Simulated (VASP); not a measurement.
The system is GaP.

```
Ga P
1.0
     0.00000    2.72525    2.72525
     2.72525    0.00000    2.72525
     2.72525    2.72525    0.00000
Ga P
1 1
Direct
  0.00000 0.00000 0.00000
  0.75000 0.75000 0.75000
```

Program: VASP 6.6.1. Alike in all runs: task band structure; potentials or basis VASP PAW PBE potentials, release 64 (Ga_d, P); no spin polarisation; cell as given; k mesh 4 × 4 × 4; cutoff (eV) 520; smearing fermi-dirac 0.05 eV; the mesh is coarse, so values aren't converged.

Problem. Order these runs on this cell by their pressure, lowest first.
A. level r2SCAN50; grid for exact exchange (PRECFOCK) Normal
B. level B3LYP; grid for exact exchange (PRECFOCK) Normal
C. level PBE0; grid for exact exchange (PRECFOCK) Fast

Solution. A (-1.7 GPa), C (0.6 GPa), B (4.2 GPa).

Caveats: all runs use coarse meshes; an unscreened hybrid on a path of extra k points without a Coulomb cutoff has errors near the mesh points, so the bands along the path aren't reliable; the PAW data sets were made with another functional, which shifts forces and pressure a little.
